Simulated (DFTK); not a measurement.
The system is Fe.

```
CELL_PARAMETERS angstrom
-1.44300 1.44300 1.44300
1.44300 -1.44300 1.44300
1.44300 1.44300 -1.44300
ATOMIC_POSITIONS crystal
Fe 0.00000 0.00000 0.00000
```

Base run:

- Program: DFTK 0.8.2
- Functional: r2SCAN
- Potentials or basis: SG15 1.2 (PBE)
- Cutoff: 1225 eV
- k mesh: 12 × 12 × 12
- Occupations: fermi-dirac, width 0.05 eV
- Spin: collinear spin, ferromagnetic start
- Starting moments: [3.0] μB

Its results: band gap on the k mesh none (metal or under the smearing width); pressure 0.9 GPa; net moment 2.81 μB per cell; site moments Fe +2.81 μB.

Question: After a change of settings the same cell gave: band gap on the k mesh none (metal or under the smearing width); pressure -26.8 GPa; net moment 2.29 μB per cell; site moments Fe +2.29 μB. Which change was it?
A. functional from r2SCAN to LDA
B. k mesh from 12 × 12 × 12 to 8 × 8 × 8
C. functional from r2SCAN to PBEsol

Answer: A.

Caveats: the potentials were made for another functional, which shifts forces and pressure.

Runs at the PBE level aren't shown here.
